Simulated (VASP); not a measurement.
Crystal: MgO.

```
Mg O
1.0
     0.00000    2.09700    2.09700
     2.09700    0.00000    2.09700
     2.09700    2.09700    0.00000
Mg O
1 1
Direct
  0.00000 0.00000 0.00000
  0.50000 0.50000 0.50000
```

The cell is a database's computed one.

Base run:

| Quantity | Value |
| --- | --- |
| Program | VASP 6.6.1 |
| Functional | HSE06 |
| Potentials or basis | VASP PAW PBE potentials, release 64 (Mg, O) |
| Cutoff | 520 eV |
| k mesh | 8 × 8 × 8 |
| Occupations | gaussian, width 0.02 eV |
| Spin | no spin polarisation |

Its results: band gap on the k mesh 6.60 eV, direct; pressure 0.6 GPa.

**Question.** After a change of settings the same cell gave: band gap on the k mesh 7.32 eV, direct; pressure 0.6 GPa. Which change was it?
A. functional from HSE06 to HSE03
B. functional from HSE06 to PBE0
C. functional from HSE06 to r2SCAN-EpsX

**Answer.** B.

Caveats: the PAW data sets were made with another functional, which shifts forces and pressure a little.

Not every run made on this cell is shown here.
